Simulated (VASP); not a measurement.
# CuO (Tenorite) (C2/c) in VASP: notebook

Aim: see how the results for CuO (Tenorite) move with the level of theory and the settings. Levels: PBEsol, PBE. Tasks: relaxation of cell and atoms, single point.

Everything below comes from runs of VASP 6.6.1. Logs are shortened: lines on timing, memory, paths and dates and some standing lists are left out, and cuts for length are marked.

**1. Starting point**

The structure is monoclinic, space group C2/c (No. 15). The conventional cell has a = 4.684 Å, b = 3.423 Å, c = 5.129 Å, α = 90.00°, β = 99.54°, γ = 90.00°. Cu (site symmetry -1) is surrounded by 4 O at 1.95 to 1.96 Å. O (site symmetry 2) is surrounded by 4 Cu at 1.95 to 1.96 Å.

**2. Relaxation of cell and atoms, PBEsol**

File INCAR:

```
SYSTEM = CuO
PREC = Accurate
ENCUT = 600
EDIFF = 1E-7
ISMEAR = -1
SIGMA = 0.05
LREAL = .False.
LASPH = .True.
NELM = 60
ALGO = Normal
ISIF = 3
LWAVE = .False.
LCHARG = .False.
GGA = PS
IBRION = 2
NSW = 60
EDIFFG = -0.01
KPAR = 2
```

File KPOINTS:

```
Automatic mesh
0
Gamma
  8 8 4
  0 0 0
```

File POSCAR:

```
CuO
1.0
    2.3418500000     -1.7113000000      0.0000000000
    2.3418500000      1.7113000000      0.0000000000
   -0.8500274268      0.0000000000      5.0578693947
Cu O
2 2
Direct
    0.5000000000      0.0000000000      0.5000000000
    0.0000000000      0.5000000000      0.0000000000
    0.4184000000      0.5816000000      0.7500000000
    0.5816000000      0.4184000000      0.2500000000
```

Potentials or basis: VASP PAW PBE potentials, release 64 (Cu, O).

Started as:

```bash
$ cat potpaw_PBE.64/Cu/POTCAR potpaw_PBE.64/O/POTCAR > POTCAR
$ mpirun -np 2 vasp_std > vasp.out
```

OUTCAR:

```text
SYSTEM = CuO
   PREC = Accurate
   ENCUT = 600
   EDIFF = 1E-7
   ISMEAR = -1
   LREAL = .False.
   LASPH = .True.
   NELM = 60
   ISIF = 3
   GGA = PS
   IBRION = 2
   NSW = 60
   EDIFFG = -0.01

 ion  position               nearest neighbor table
   1  0.500  0.000  0.500-   3 1.95   4 1.95   4 1.96   3 1.96
   2  0.000  0.500  0.000-   4 1.95   3 1.95   4 1.96   3 1.96
   3  0.418  0.582  0.750-   2 1.95   1 1.95   2 1.96   1 1.96
   4  0.582  0.418  0.250-   1 1.95   2 1.95   2 1.96   1 1.96

  LATTYP: Found a base centered monoclinic cell.
 ALAT       =     4.6837000000
 B/A-ratio  =     0.7307470589
 C/A-ratio  =     1.0950317057
 COS(beta)  =    -0.1657361228

  Lattice vectors:

 A1 = (   2.3418500000,  -1.7113000000,   0.0000000000)
 A2 = (   2.3418500000,   1.7113000000,   0.0000000000)
 A3 = (  -0.8500274268,   0.0000000000,   5.0578693947)

Analysis of symmetry for initial positions (statically):
=====================================================================
 Subroutine PRICEL returns:
 Original cell was already a primitive cell.

 Routine SETGRP: Setting up the symmetry group for a
 base centered monoclinic supercell.

 Subroutine GETGRP returns: Found  4 space group operations
 (whereof  2 operations were pure point group operations)
 out of a pool of  4 trial point group operations.

The static configuration has the point symmetry S_2 .
 The point group associated with its full space group is C_2h.

Analysis of symmetry for dynamics (positions and initial velocities):
=====================================================================
 Subroutine PRICEL returns:
 Original cell was already a primitive cell.

 Routine SETGRP: Setting up the symmetry group for a
 base centered monoclinic supercell.

 Subroutine GETGRP returns: Found  4 space group operations
 (whereof  2 operations were pure point group operations)
 out of a pool of  4 trial point group operations.

The dynamic configuration has the point symmetry S_2 .
 The point group associated with its full space group is C_2h.

 Subroutine INISYM returns: Found  4 space group operations
 (whereof  2 operations are pure point group operations),
 and found     1 'primitive' translations

----------------------------------------------------------------------------------------

                                     Primitive cell

  volume of cell :      40.5399

  direct lattice vectors                    reciprocal lattice vectors
     2.341850000 -1.711300000  0.000000000     0.213506416 -0.292175539  0.035881968
     2.341850000  1.711300000  0.000000000     0.213506416  0.292175539  0.035881968
    -0.850027427  0.000000000  5.057869395     0.000000000  0.000000000  0.197711709

  length of vectors
     2.900484289  2.900484289  5.128800000     0.363646877  0.363646877  0.197711709

  position of ions in fractional coordinates (direct lattice)
     0.500000000  0.000000000  0.500000000
     0.000000000  0.500000000  0.000000000
     0.418400000  0.581600000  0.750000000
     0.581600000  0.418400000  0.250000000

  ion indices of the primitive-cell ions
   primitive index   ion index
                 1           1
                 2           2
                 3           3
                 4           4

----------------------------------------------------------------------------------------

 KPOINTS: Automatic mesh

Automatic generation of k-mesh.
 Grid dimensions read from file:
 generate k-points for:    8    8    4

 Generating k-lattice:

  Cartesian coordinates                     Fractional coordinates (reciprocal lattice)
     0.026688302 -0.036521942  0.004485246     0.125000000  0.000000000  0.000000000
     0.026688302  0.036521942  0.004485246     0.000000000  0.125000000  0.000000000
     0.000000000  0.000000000  0.049427927     0.000000000  0.000000000  0.250000000

  Length of vectors
     0.045455860  0.045455860  0.049427927

  Shift w.r.t. Gamma in fractional coordinates (k-lattice)
     0.000000000  0.000000000  0.000000000

 Subroutine IBZKPT returns following result:
 ===========================================

 Found     78 irreducible k-points:

 Following reciprocal coordinates:
            Coordinates               Weight
  0.000000  0.000000  0.000000      1.000000
  0.125000 -0.000000 -0.000000      4.000000
  0.250000 -0.000000 -0.000000      4.000000
  0.375000 -0.000000 -0.000000      4.000000
  0.500000 -0.000000 -0.000000      2.000000
  0.125000  0.125000 -0.000000      2.000000
[... 16 lines left out ...]
  0.125000 -0.000000  0.250000      4.000000
  0.250000 -0.000000  0.250000      4.000000
 [... further k-points ...]
   k-points           NKPTS =     78   k-points in BZ     NKDIM =     78   number of bands    NBANDS=     21
   number of dos      NEDOS =    301   number of ions     NIONS =      4
   total plane-waves  NPLWV =  24192
   dimension x,y,z NGX =    24 NGY =   24 NGZ =   42
   dimension x,y,z NGXF=    48 NGYF=   48 NGZF=   84
   ions per type =               2   2
   NGX,Y,Z   is equivalent  to a cutoff of  13.76, 13.76, 13.61 a.u.
   NGXF,Y,Z  is equivalent  to a cutoff of  27.51, 27.51, 27.23 a.u.
 SYSTEM =  CuO
   PREC   = accura    normal or accurate (medium, high low for compatibility)
   ISTART =      0    job   : 0-new  1-cont  2-samecut
   ICHARG =      2    charge: 1-file 2-atom 10-const
   ISPIN  =      1    spin polarized calculation?
   LNONCOLLINEAR =      F non collinear calculations
   LSORBIT =      F    spin-orbit coupling
   LASPH  =      T    aspherical Exc in radial PAW
   ENCUT  =  600.0 eV  44.10 Ry    6.64 a.u.   5.79  5.79 10.24*2*pi/ulx,y,z
   NELM   =     60;   NELMIN=  2; NELMDL= -5     # of ELM steps
   EDIFF  = 0.1E-06   stopping-criterion for ELM
   LREAL  =      F    real-space projection
   EDIFFG = -.1E-01   stopping-criterion for IOM
   NSW    =     60    number of steps for IOM
   IBRION =      2    ionic relax: 0-MD 1-quasi-New 2-CG
   NFREE  =      1    steps in history (QN), initial steepest desc. (CG)
   ISIF   =      3    stress and relaxation
   ISYM   =      2    0-nonsym 1-usesym 2-fastsym
   POTIM  = 0.5000    time-step for ionic-motion
   TEBEG  =    0.0;   TEEND  =   0.0 temperature during run
   PSTRESS=    0.0 pullay stress
   NELECT =      34.0000    total number of electrons
   NUPDOWN=      -1.0000    fix difference up-down
   EMIN   =  10.00;   EMAX   =-10.00  energy-range for DOS
   EFERMI =   0.00;   METHOD = LEGACY
   ISMEAR =    -1;   SIGMA  =   0.05  broadening in eV -4-tet -1-fermi 0-gaus
   EFERMI_NEDOS =   21; number of points for ismear=-14 and -15
   IALGO  =     38    algorithm
   IMIX   =      4    mixing-type and parameters
     AMIX     =   0.40;   BMIX     =  1.00
     AMIX_MAG =   1.60;   BMIX_MAG =  1.00
  volume/ion in A,a.u.               =      10.13        68.39
  Fermi-wavevector in a.u.,A,eV,Ry     =   1.543856  2.917465 32.429379  2.383492
  Thomas-Fermi vector in A             =   2.649460
   LORBIT       =      0    0 simple, 1 ext, 2 COOP (PROOUT), +10 PAW based schemes
   GGA     = PS    functional components
   LHFCALC =     F    Hartree Fock is set to
   AEXX    =    0.0000 exact exchange contribution
   IVDW    =     0    specifies the selected vdW correction
   LEPSILON=     F    determine dielectric tensor
   LRPA    =     F    only Hartree local field effects (RPA)
 conjugate gradient relaxation of ions
 non-spin polarized calculation
  energy-cutoff  :      600.00
  volume of cell :       40.54
 maximum number of plane-waves:      1365
   NGX = 11   NGY = 11   NGZ = 21

--------------------------------------- Ionic step        1  -------------------------------------------

 number of electron      33.9999983 magnetization

 Free energy of the ion-electron system (eV)
  ---------------------------------------------------
  ext. energy  EPLUGINS =         0.00000000
  ---------------------------------------------------
  free energy    TOTEN  =       -21.35769597 eV

  energy without entropy =      -21.33999423  energy(sigma->0) =      -21.34884510

------------------------ aborting loop because EDIFF is reached ----------------------------------------

  FORCE on cell =-STRESS in cart. coord.  units (eV):
  Direction    XX          YY          ZZ          XY          YZ          ZX
  --------------------------------------------------------------------------------------
  -------------------------------------------------------------------------------------
  Total       -0.6390056      0.0047241     -0.9750126      0.0000000      0.0000000     -0.1250518
  in kB      -25.2541301      0.1867015    -38.5334587      0.0000000      0.0000000     -4.9421713
  external PRESSURE =     -21.2002958 kB  Pullay stress =       0.0000000 kB
[... 95 lines left out ...]
  FREE ENERGIE OF THE ION-ELECTRON SYSTEM (eV)
  ---------------------------------------------------
  free  energy   TOTEN  =       -21.3706406336 eV

  energy  without entropy=      -21.3532822235  energy(sigma->0) =      -21.36196143

[... ionic steps 4 to 30 ...]

--------------------------------------- Ionic step       31  -------------------------------------------

 number of electron      33.9999972 magnetization

------------------------ aborting loop because EDIFF is reached ----------------------------------------

  FORCE on cell =-STRESS in cart. coord.  units (eV):
  Direction    XX          YY          ZZ          XY          YZ          ZX
  --------------------------------------------------------------------------------------
  -------------------------------------------------------------------------------------
  Total        0.0349252      0.0531130      0.0026941      0.0000000      0.0000000     -0.0224226
  in kB        1.3122935      1.9956854      0.1012294      0.0000000      0.0000000     -0.8425154
  external PRESSURE =       1.1364027 kB  Pullay stress =       0.0000000 kB
[... 61 lines left out ...]
  energy  without entropy=      -21.4778396625  energy(sigma->0) =      -21.48486006

--------------------------------------- Ionic step       33  -------------------------------------------

 number of electron      33.9999973 magnetization

 Free energy of the ion-electron system (eV)
  ---------------------------------------------------
  ext. energy  EPLUGINS =         0.00000000
  ---------------------------------------------------
  free energy    TOTEN  =       -21.49192141 eV

  energy without entropy =      -21.47788935  energy(sigma->0) =      -21.48490538

 E-fermi :   5.2224     XC(G=0): -11.8071

 val. band max:        5.2220942660   @ k =   0.5000  -0.0000   0.2500
 cond. band min:       5.2459443211   @ k =  -0.1250  -0.1250   0.2500
 fundamental gap:      0.0238500551
 Fermi energy:         5.2224021953

 k-point     1 :       0.0000    0.0000    0.0000
  band No.  band energies     occupation
      1     -14.8488      2.00000
      2     -13.4381      2.00000
      3      -3.3287      2.00000
      4      -0.5370      2.00000
      5      -0.4156      2.00000
      6       1.2636      2.00000
[... 550 lines left out ...]
      5      -0.6027      2.00000
      6      -0.3911      2.00000
[... 13 lines left out ...]
     20      10.5297      0.00000
     21      14.2425      0.00000

 [... further k-points ...]

------------------------ aborting loop because EDIFF is reached ----------------------------------------

  FORCE on cell =-STRESS in cart. coord.  units (eV):
  Direction    XX          YY          ZZ          XY          YZ          ZX
  --------------------------------------------------------------------------------------
  -------------------------------------------------------------------------------------
  Total        0.0073087      0.0343825     -0.0065947      0.0000000      0.0000000     -0.0106893
  in kB        0.2744378      1.2910469     -0.2476298      0.0000000      0.0000000     -0.4013775
  external PRESSURE =       0.4392850 kB  Pullay stress =       0.0000000 kB
[... 19 lines left out ...]
  FREE ENERGIE OF THE ION-ELECTRON SYSTEM (eV)
  ---------------------------------------------------
  free  energy   TOTEN  =       -21.4919214119 eV

  energy  without entropy=      -21.4778893532  energy(sigma->0) =      -21.48490538

 reached required accuracy - stopping structural energy minimisation
```

It took 7.8 min on 2 MPI ranks of AMD EPYC 9R45 (Zen 5), shared host; peak memory 0.2 GiB.

What came out:

```yaml
Free_energy: -21.4919 eV
Relaxed_volume: 10.67 Å³/atom
Relaxed_cell: a = 2.892 Å, b = 2.892 Å, c = 5.111 Å, α = 90.22°, β = 90.22°, γ = 86.77°
Space_group_after_relaxing_to_0.05_Å: Cccm (No. 66)
Energy_gained_by_relaxing: 33.6 meV/atom
Ionic_steps: 33
Pressure_after_relaxing: 0.0 GPa
Largest_force_after_relaxing: 0.010 eV/Å
Band_gap_on_the_k_mesh: none (metal or under the smearing width)
```

Forces in eV/Å, atoms in the order of the input:
```
Cu   0.000  0.000  0.000
Cu   0.000  0.000  0.000
O    0.000 -0.010  0.000
O    0.000  0.010  0.000
```

Step by step:
| step | energy change (eV) | largest force (eV/Å) | pressure (GPa) | volume (Å³) |
| --- | --- | --- | --- | --- |
| 1 | 0.0000 | 0.3366 | -2.12 | 40.54 |
| 2 | -0.0128 | 0.1745 | 2.34 | 39.76 |
| 3 | -0.0129 | 0.1897 | 1.88 | 39.83 |
| 4 | -0.0242 | 0.1145 | 1.33 | 40.12 |
| 5 | -0.0345 | 0.0463 | 0.45 | 40.72 |
| 6 | -0.0463 | 0.0019 | -0.35 | 41.09 |
| 7 | -0.0703 | 0.1080 | -2.48 | 42.18 |
| 8 | -0.0739 | 0.2146 | -6.27 | 44.19 |
| 9 | -0.0792 | 0.1538 | -3.95 | 42.97 |
| 10 | -0.0863 | 0.1523 | -3.44 | 42.94 |
| 11 | -0.1030 | 0.1488 | -1.92 | 42.84 |
| 12 | -0.1145 | 0.1592 | 1.12 | 42.53 |
| 13 | -0.1203 | 0.1310 | 0.55 | 42.68 |
| 14 | -0.1258 | 0.0721 | -0.53 | 42.94 |
| 15 | -0.1261 | 0.0567 | -0.83 | 43.00 |
| 16 | -0.1284 | 0.0375 | -0.18 | 42.81 |
| 17 | -0.1296 | 0.0120 | 0.62 | 42.56 |
| 18 | -0.1306 | 0.0114 | 0.03 | 42.66 |
| 19 | -0.1307 | 0.0118 | -0.31 | 42.71 |
| 20 | -0.1307 | 0.0110 | -0.24 | 42.70 |
| 21 | -0.1311 | 0.0161 | -0.10 | 42.66 |
| 22 | -0.1316 | 0.0245 | 0.15 | 42.59 |
| 23 | -0.1317 | 0.0419 | 0.61 | 42.45 |
| 24 | -0.1318 | 0.0351 | 0.45 | 42.51 |
| 25 | -0.1321 | 0.0352 | 0.30 | 42.55 |
| 26 | -0.1328 | 0.0360 | -0.08 | 42.64 |
| 27 | -0.1330 | 0.0376 | -0.81 | 42.83 |
| 28 | -0.1331 | 0.0373 | -0.51 | 42.75 |
| 29 | -0.1336 | 0.0314 | -0.34 | 42.72 |
| 30 | -0.1342 | 0.0179 | 0.06 | 42.65 |
| 31 | -0.1342 | 0.0150 | 0.11 | 42.64 |
| 32 | -0.1342 | 0.0146 | 0.16 | 42.64 |
| 33 | -0.1342 | 0.0096 | 0.04 | 42.67 |

Final structure:
```xyz
4
Lattice="2.0956 -1.9861 0.1581 2.0956 1.9861 0.1581 -0.4113 0.0000 5.0948" Properties=species:S:1:pos:R:3 pbc="T T T"
Cu    0.8421   -0.9931    2.6265
Cu    0.6365    0.9931    5.1739
O     1.7871    0.0074    3.9792
O     1.9928   -0.0074    1.4318
```

Caveat: the PAW data sets were made with another functional, which shifts forces and pressure a little; the run has no spin polarisation, though such a crystal can be magnetic; semilocal functionals often make such compounds metallic where correlation or magnetic order opens a gap, which also shifts bond lengths. With open d or f shells a metallic result of PBEsol can be an artefact of self-interaction; +U or a hybrid may open a gap.

(Continued in part 2 of 2.)
